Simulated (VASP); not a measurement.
# Ni₃Si: kinetic-energy density

Ni₃Si, Pm-3m (no. 221), 4 atoms in the cell. PBE; PAW potentials Ni, Si (PBE set).

## Input

INCAR:
```
PREC = Accurate
ENCUT = 520
EDIFF = 1E-7
ISMEAR = 1
SIGMA = 0.1
LREAL = False
LASPH = True
ALGO = Normal
NELM = 100
ISIF = 2
LWAVE = False
LCHARG = True
ISPIN = 2
MAGMOM = 1 1 1 0
LORBIT = 11
LMAXMIX = 4
LTAU = True
```

KPOINTS:
```
k-points
0
Gamma
  6 6 6
```

POSCAR:
```
SiNi3
1.0
    3.5420000000      0.0000000000      0.0000000000
    0.0000000000      3.5420000000      0.0000000000
    0.0000000000      0.0000000000      3.5420000000
Ni Si
3 1
Direct
    0.5000000000      0.5000000000      0.0000000000
    0.5000000000      0.0000000000      0.5000000000
    0.0000000000      0.5000000000      0.5000000000
    0.0000000000      0.0000000000      0.0000000000
```

Commands:
```
cat potpaw_PBE.64/Ni/POTCAR potpaw_PBE.64/Si/POTCAR > POTCAR
mpirun -np 1 vasp_std > vasp.out
```

## Result

- Kinetic energy of the pseudo orbitals (eV): 199.45

VASP 6.6.1 took 42 s on 1 core (Intel Xeon Platinum 8488C (Sapphire Rapids)), a shared host.
